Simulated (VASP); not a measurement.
Input of a VASP 6.6.1 run:

INCAR

```
SYSTEM = WS2
  PREC = Accurate
  ENCUT = 520
  EDIFF = 1E-7
  ISMEAR = 0
  SIGMA = 0.05
  LREAL = .FALSE.
  LASPH = .TRUE.
  NELM = 100
  ALGO = Normal
  ISIF = 2
  LWAVE = .FALSE.
  LCHARG = .FALSE.
  ISPIN = 2
  MAGMOM = 0.6 0 0
  LORBIT = 11
  LMAXMIX = 4
  LDAU = .TRUE.
  LDAUTYPE = 2
  LDAUL = 2 -1
  LDAUU = 4 0
  LDAUJ = 0 0
  LDAUPRINT = 1
  GGA = PE
```

Contents of KPOINTS:

```
Automatic mesh
0
G
  6 6 6
  0 0 0
```

POSCAR

```
WS2
1.0
    0.0000000000      3.0079352200      3.0079352200
    3.0079352200      0.0000000000      3.0079352200
    3.0079352200      3.0079352200      0.0000000000
W S
1 2
Direct
    0.0000000000      0.0000000000      0.0000000000
    0.2500000000      0.2500000000      0.2500000000
    0.7500000000      0.7500000000      0.7500000000
```

Potentials or basis: VASP PAW PBE potentials, release 64 (W_sv, S).

Run with:

```bash
$ cat potpaw_PBE.64/W_sv/POTCAR potpaw_PBE.64/S/POTCAR > POTCAR
$ mpirun -np 1 vasp_std > vasp.out
```

Question: Predict the site moments.

Answer: W +1.76; S -0.09 μB.

Question: Predict the band gap on the k mesh.

Answer: None (metal or under the smearing width).

Question: What does it give for the net moment?

Answer: 1.97 μB per cell.

Question: Estimate the pressure.

Answer: 0.8 GPa.

Eigenvalues of the final occupation matrices:
```csv
site,spin,trace,eigenvalues
site 1 d,1,2.41,0.31 0.31 0.31 0.74 0.74
site 1 d,2,0.72,0.04 0.04 0.21 0.21 0.21
```

Spin-orbit coupling is left out, which matters for the levels of W. The state reached can hang on the start; a lower one may exist.
